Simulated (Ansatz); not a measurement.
AlN: band structure with PBE

**Measured values to compare with.**

From “Structural and optical properties of self-assembled AlN nanowires grown on SiO2/Si substrates by molecular beam epitaxy”, 2024, arxiv:2402.00216, for a bulk crystal of AlN at 0 K: band gap 6.0343 eV (an exciton energy, a little under the gap).

AlN:

```xyz
4
Lattice="3.1130 0.0000 0.0000 -1.5565 2.6959 0.0000 0.0000 0.0000 4.9810" Properties=species:S:1:pos:R:3 pbc="T T T"
Al    1.5565    0.8986    2.4905
Al    0.0000    1.7973    0.0000
N     1.5565    0.8986    4.3833
N     0.0000    1.7973    1.8928
```

```
Program             : Ansatz 0.2.0
Task                : band structure
Functional          : PBE
Potentials or basis : all-electron LAPW, scalar-relativistic
Cutoff              : 346 eV (chosen from the basis error)
Basis error allowed : 0.002 eV/atom
k mesh              : 10 × 10 × 6
Occupations         : fermi-dirac, width 0.05 eV
Spin                : no spin polarisation
```

The pressure is 3.6 GPa and the largest force is 0.129 eV/Å. The band gap on the k mesh is 4.22 eV, direct. The band gap along the path is 4.22 eV, direct.

Forces in eV/Å, atoms in the order of the input:
```
Al   0.000  0.000 -0.129
Al   0.000  0.000 -0.129
N    0.000  0.000  0.129
N    0.000  0.000  0.129
```

Stress tensor (GPa, compression positive):
```
3.09 0.00 0.00
0.00 3.09 0.00
0.00 0.00 4.70
```

Levels at the corners of the path, in eV from the valence-band top:
```
point  band 16  band 17  band 18  band 19  band 20  band 21
    Γ    -0.18    -0.18     0.00     4.22     6.66    10.61
    M    -2.06    -1.77    -0.66     5.82     5.83     8.20
    K    -2.41    -2.37    -2.37     5.06     8.38     9.70
    Γ    -0.18    -0.18     0.00     4.22     6.66    10.61
    A    -0.51    -0.51    -0.51     6.47     6.47    10.34
    L    -1.43    -1.35    -1.35     5.33     5.33     9.29
    H    -3.83    -0.78    -0.78     7.44     7.44     7.86
    A    -0.51    -0.51    -0.51     6.47     6.47    10.34
```

Wall time 16 s on 2 threads of AMD EPYC 7B13 (Zen 3) (shared host), peak memory 0.42 GiB.

Measured gap of AlN: 6.0343 eV (an exciton energy, a little under the gap; 0 K; quoted in “Structural and optical properties of self-assembled AlN nanowires grown on SiO2/Si substrates by molecular beam epitaxy”, 2024, arxiv:2402.00216). This calculation gives 4.22 eV (-1.81 eV). 2 values of this kind are on record (6.034 to 6.0343 eV); this one was drawn at random. The value is that of PBE, without temperature or zero-point motion. Semilocal functionals fall short of measured gaps as a rule.
